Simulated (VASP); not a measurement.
Set up this calculation in VASP 6.6.1, as the native input.

```
Task                   : single point
Functional             : PBE
Potentials or basis    : VASP PAW PBE potentials, release 64 (N)
Cutoff                 : 520 eV
k mesh                 : 20 × 20 × 20
Occupations            : gaussian, width 0.1 eV
Spin                   : no spin polarisation
Dipole correction      : no
Further INCAR settings : ALGO = Fast; EDIFF = 1e-06; NBANDS = 8
```

The structure of N lies in POSCAR:

```
N
1.0
    0.0000000000      1.6087823586      1.5621681003
    1.5621681003      0.0000000000      1.5621681003
    1.5621681003      1.6087823586      0.0000000000
N
1
Direct
    0.0000000000      0.0000000000      0.0000000000
```

The cell isn't the ideal one: strained and moved within a subgroup.

One way to write it, as run:

INCAR

```
SYSTEM = N
PREC = Accurate
ENCUT = 520
EDIFF = 1E-6
ISMEAR = 0
SIGMA = 0.1
LREAL = .FALSE.
LASPH = .TRUE.
NELM = 80
ALGO = Fast
ISIF = 2
LWAVE = .FALSE.
LCHARG = .FALSE.
GGA = PE
NBANDS = 8
```

KPOINTS

```
Automatic mesh
0
G
  20 20 20
  0 0 0
```

Potentials or basis: VASP PAW PBE potentials, release 64 (N).

The run is started by

```console
$ cat potpaw_PBE.64/N/POTCAR > POTCAR
$ mpirun -np 1 vasp_std > vasp.out
```

It gave:

```json
{
  "Pressure": "-5.7 GPa",
  "Band gap on the k mesh": "none (metal or under the smearing width)"
}
```

Run time: 25 s on 1 thread of Intel(R) Xeon(R) Platinum 8259CL CPU @ 2.50GHz (Skylake/Cascade Lake), on a shared host, peak memory 0.14 GiB.
